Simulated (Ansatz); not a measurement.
**TiC under changes of volume**

One of the cells (10.158 Å³/atom); the others are scaled copies at fixed shape and fractional positions:

```
Ti C
1.0
     0.00000    2.16572    2.16572
     2.16572    0.00000    2.16572
     2.16572    2.16572    0.00000
Ti C
1 1
Direct
  0.00000 0.00000 0.00000
  0.50000 0.50000 0.50000
```

The cell is a database's computed one.

| Quantity | Value |
| --- | --- |
| Program | Ansatz 0.2.0 |
| Functional | LDA |
| Potentials or basis | all-electron LAPW, scalar-relativistic |
| Cutoff | 312 eV (chosen from the basis error) |
| Basis error allowed | 0.001 eV/atom |
| k mesh | 11 × 11 × 11 |
| Occupations | fermi-dirac, width 0.05 eV |
| Spin | no spin polarisation |

```tsv
volume (Å³/atom)	energy over the lowest point (meV/atom)	pressure (GPa)
9.548	0.97	3.8
9.752	0.00	-2.2
9.955	6.27	-7.6
10.158	?	?
10.361	37.74	-16.9
10.564	61.69	-20.8
10.767	90.41	-24.4
```

Q: What does the run at 10.158 Å³/atom give?

A: Energy over the lowest point 19.07 meV/atom; pressure -12.5 GPa.

Worked out: A Birch-Murnaghan fit of order 3 (a polynomial in V^(-2/3)) to the other rows has its minimum at 9.68 Å³/atom with B0 = V·E''(V) = 283 GPa and B' = 4.0. It gives 19.07 meV/atom at 10.158 Å³/atom, against the run's 19.07, and -dE/dV = -12.5 GPa, against -12.5.

Energies are extrapolated to zero smearing.
